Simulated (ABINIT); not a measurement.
# A GW chain in ABINIT: KF (Carobbiite), part 3 of 3

Wanted: ground state, empty states, screening and self-energy for KF (Carobbiite).

ABINIT 10.8.3; PBE and many-body steps on it, plane waves. Known limits of the many-body steps: not at the basis limit.

So far. Step 4 (Empty states on the mesh, 6×6×6 mesh, 119 bands): On this mesh the gap is 6.199 eV. Step 5 (Screening, 6×6×6 mesh, 111 bands, screening to 179.6 eV): Local fields lower ε∞ by 10 %.

### Step 6. Self-energy, 6×6×6 mesh, 111 bands, screening to 179.6 eV

The self-energy is evaluated for the states that the input lists, and the levels follow from it, in one-shot runs by the linearised quasiparticle equation.

This step: G0W0 on PBE, plane waves, norm-conserving pseudopotentials.

Contents of run.abi:

```
acell 3*1.0 Angstrom
rprim 
  -0.000000000000 2.671850000000 2.671850000000
  2.671850000000 -0.000000000000 2.671850000000
  2.671850000000 2.671850000000 0.000000000000
ntypat 2
znucl 19 9
natom 2
typat 1 2
xred 
  0.000000000000 0.000000000000 0.000000000000
  0.500000000000 0.500000000000 0.500000000000
pp_dirpath "pseudos"
pseudos "K.upf, F.upf"
ecut 36
ngkpt 6 6 6
nshiftk 1
shiftk 0 0 0
kptopt 1
chksymbreak 0
istwfk *1
occopt 1
irdwfk 1
optdriver 4
nband 111
gwcalctyp 0
ecutsigx 36
symsigma 1
nkptgw 1
kptgw 
  0.0000000000 0.0000000000 0.0000000000
bdgw 
  6 12
ecuteps 6.6
irdscr 1
ppmodel 1
indata_prefix "in"
outdata_prefix "out"
tmpdata_prefix "tmp"
```

Command:

```sh
> OMP_NUM_THREADS=1 mpirun -n 4 abinit run.abi > log
```

Numbers of over 12 decimals in the logs are rounded to 6 here.

The log of the run:

```text
.Version 10.8.3 of ABINIT. v10.8.2 released Aug 2026.

 Symmetries : space group Fm -3 m (#225); Bravais cF (face-center cubic)
[... echo of the input left out ...]
== DATASET  1 ==================================================================
-   mpi_nproc: 4, omp_nthreads: 1 (-1 if OMP is not activated)

--- !DatasetInfo
iteration_state: {dtset: 1, }
dimensions: {natom: 2, nkpt: 16, mband: 111, nsppol: 1, nspinor: 1, nspden: 1, mpw: 2685, }
cutoff_energies: {ecut:  36.0, pawecutdg:  -1.0, }
electrons: {nelect:   1.60000000E+01, charge:   0.00000000E+00, occopt:   1.00000000E+00, tsmear:   1.00000000E-02, }

 SIGMA: Calculation of the GW corrections

 Based on a program developped by R.W. Godby, V. Olevano, G. Onida, and L. Reining.
 Incorporated in ABINIT by V. Olevano, G.-M. Rignanese, and M. Torrent.
.Using double precision arithmetic ; gwpc =  8

[... cell and pseudopotentials left out ...]
--------------------------------------------------------------------------------

 ==== K-mesh for the wavefunctions ====
 Number of points in the irreducible wedge :    16
[... list of points left out ...]
 Together with 48 symmetry operations and time-reversal symmetry
 yields   216 points in the full Brillouin Zone.

 ==== Q-mesh for screening function ====
 Number of points in the irreducible wedge :    16
[... list of points left out ...]
 Together with 48 symmetry operations and time-reversal symmetry
 yields   216 points in the full Brillouin Zone.

 vcoul_init : cutoff-mode = AUXILIARY_FUNCTION
 q-points for optical limit:   1
     1)      0.000010    0.000020    0.000030
 setmesh: FFT mesh size selected  =    40x   40x   40
          total number of points  =        64000

 Number of electrons calculated from density =   16.0000; Expected =   16.0000
 average of density, n =  0.062152
 r_s =    1.5661
 omega_plasma =   24.0483 [eV]

 === KS Band Gaps ===
  >>>> For spin  1
   Minimum direct gap =   6.1994 [eV], located at k-point      :   0.0000  0.0000  0.0000
   Fundamental gap    =   6.1994 [eV], Top of valence bands at :   0.0000  0.0000  0.0000
                                       Bottom of conduction at :   0.0000  0.0000  0.0000
 SIGMA fundamental parameters:
 PLASMON POLE MODEL  1
 number of plane-waves for SigmaX                 2685
 number of plane-waves for SigmaC and W            181
 number of plane-waves for wavefunctions          2685
 number of bands                                   111
 number of independent spin polarizations            1
 number of spinorial components                      1
 number of k-points in IBZ                          16
 number of q-points in IBZ                          16
 number of symmetry operations                      48
 number of k-points in BZ                          216
 number of q-points in BZ                          216
 number of frequencies for dSigma/dE                 9
 frequency step for dSigma/dE [eV]                0.25
 number of omega for Sigma on real axis              0
 max omega for Sigma on real axis  [eV]           0.00
 zcut for avoiding poles [eV]                     0.10

 EPSILON^-1 parameters (SCR file):
 dimension of the eps^-1 matrix on file            181
 dimension of the eps^-1 matrix used               181
 number of plane-waves for wavefunctions          2685
 number of bands                                   111
 number of q-points in IBZ                          16
 number of frequencies                               2
 number of real frequencies                          1
 number of imag frequencies                          1

 matrix elements of self-energy operator (all in [eV])

 Perturbative Calculation

--- !SelfEnergy_ee
iteration_state: {dtset: 1, }
kpoint     : [   0.000,    0.000,    0.000, ]
spin       : 1
KS_gap     :    6.199
QP_gap     :    9.590
Delta_QP_KS:    3.390
data: !SigmaeeData |
     Band     E0 <VxcDFT>   SigX SigC(E0)      Z dSigC/dE  Sig(E)    E-E0       E
        6   0.131 -21.899 -29.568   4.749   0.809  -0.237 -24.260  -2.362  -2.231
        7   0.131 -21.899 -29.568   4.749   0.809  -0.237 -24.260  -2.362  -2.231
        8   0.131 -21.899 -29.568   4.749   0.809  -0.237 -24.260  -2.362  -2.231
        9   6.330  -7.969  -4.027  -2.797   0.898  -0.113  -6.941   1.028   7.359
       10  10.825 -10.841  -4.975  -3.079   0.891  -0.122  -8.359   2.482  13.307
       11  10.825 -10.841  -4.975  -3.079   0.891  -0.122  -8.359   2.482  13.307
       12  10.825 -10.841  -4.975  -3.079   0.891  -0.122  -8.359   2.482  13.307

== END DATASET(S) ==============================================================
================================================================================

 -outvars: echo values of variables after computation  --------
           etotal      0.0000000000E+00
            nband         111
             nkpt          16
          spgroup         225
 [... the other variables as echoed above ...]

 Calculation completed.
```

Wall time 6.8 s (4 MPI ranks of Arm Neoverse V2, shared host); peak memory 1 GiB.

This step gave:

| Quantity | Value |
| --- | --- |
| G0W0 gap on the points computed | 9.59 eV |
| starting gap on the mesh | 6.199 eV |
| k of the valence top | 0, 0, 0 |
| k of the conduction bottom | 0, 0, 0 |
| Z at the valence top | 0.809 |
| Z at the conduction bottom | 0.898 |
| least direct G0W0 gap on the computed points | 9.59 eV |

The gap on the mesh goes from 6.20 eV to 9.59 eV, a correction of +3.39 eV.

Limits: finite bands, cutoff and mesh. v1 is the top filled band, c1 the lowest empty one. Levels before and after the correction, in eV, zero at the valence-band top of each column:

```
           conduction bottom  valence top
Kohn-Sham               6.20         0.00
     G0W0               9.59         0.00
```

```
             level  energy (eV)
Kohn-Sham  Γ v3-v1        0.000
Kohn-Sham     Γ c1        6.199
Kohn-Sham  Γ c2-c4       10.694
     G0W0  Γ v3-v1        0.000
     G0W0     Γ c1        9.590
     G0W0  Γ c2-c4       15.538
```

### Step 7. Where the time went

Times are wall times on 4 MPI ranks of Arm Neoverse V2, shared host, good to a factor of about two.

```csv
step,time,share,memory (GiB)
ground state,6.2 s,4 %,0.29
bands along the symmetry lines,8.1 s,5 %,0.28
empty states on the mesh,52 s,33 %,1.8
screening,85 s,54 %,1.1
self-energy,6.8 s,4 %,1.0
```

### Step 8. What came out

```
PBE gap              : 6.20 eV, direct
G0W0 gap on the mesh : 9.59 eV
GW settings          : 6×6×6 mesh, 111 bands, screening to 179.6 eV, Godby-Needs plasmon pole
known limits         : not at the basis limit
```

**Reading.** G0W0 moves the gap on the mesh from 6.20 eV to 9.59 eV (+3.39 eV), with Z of 0.81 and 0.90 at the edges. Local fields lower the RPA ε∞ on this mesh from 2.10 to 1.90. Only 1 of the mesh's irreducible points was corrected, so a valley elsewhere could overtake. The dearest step here is «screening». Bands and cutoff are finite, so the gap is not at the basis limit. The miss can reach some tenths of an eV and take either sign; the mesh is an error of its own. In the G0W0 run levels were corrected at 1 k point alone, so a gap called «on the mesh» is the least over those, and an edge elsewhere would be missed.

[Paths, hosts, dates, memory and timing lines, banners, echoed tables and standing remarks are left out of the program output.]

[Logs are printed without paths, hosts, clocks, repeated set-up lines and the standing remarks that a program may print on its own settings, such as how far it seeks lower states.]

[Runs of the session that timed out or met a known fault of the program may be left out.]

[Hosts, paths, dates, database ids (printed as entryN), source tags and the programs' standing remarks are cut or masked in the printed files.]

[G0W0 gaps are taken among the corrected bands and points alone; a level outside them can change the order at an edge.]

[Where Ansatz stands beside ABINIT at settings called matched, ABINIT's density can come from a denser mesh and the files from another edition; pairs whose starting gaps differed by over 0.03 eV were left out, so agreement reads better than it is.]
